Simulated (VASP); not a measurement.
A run of VASP 6.6.1 is set up as follows.

INCAR

```
ALGO     = Normal         # electronic algorithm
EDIFF    = 1E-7           # SCF threshold, eV
EDIFFG   = -0.005         # ionic threshold
ENCUT    = 600            # plane-wave cutoff, eV
GGA      = PE             # functional
IBRION   = 2              # ionic algorithm
ISIF     = 3              # what is computed and relaxed
ISMEAR   = 0              # smearing method
IVDW     = 12             # dispersion correction
LASPH    = True           # aspherical terms in the spheres
LCHARG   = False          # write CHGCAR
LREAL    = False          # projectors in reciprocal space
LWAVE    = False          # write WAVECAR
NELM     = 60             # most SCF steps
NSW      = 90             # ionic steps
PREC     = Accurate       # precision mode
SIGMA    = 0.02           # smearing width, eV
```

KPOINTS

```
k-points
0
Gamma
  8 8 8
```

POSCAR

```
SrO
1.0
    0.0000000000      2.5806600000      2.5806600000
    2.5806600000      0.0000000000      2.5806600000
    2.5806600000      2.5806600000      0.0000000000
Sr O
1 1
Direct
    0.0000000000      0.0000000000      0.0000000000
    0.5000000000      0.5000000000      0.5000000000
```

Potentials or basis: VASP PAW PBE potentials, release 64 (Sr_sv, O).

Command:

```console
$ cat potpaw_PBE.64/Sr_sv/POTCAR potpaw_PBE.64/O/POTCAR > POTCAR
$ mpirun -np 1 vasp_std > vasp.out
```

(1) What does it give for the space group after relaxing (to 0.05 Å)?

(2) Predict the relaxed volume.

Results:

(1) Fm-3m (No. 225).

(2) 17.16 Å³/atom.
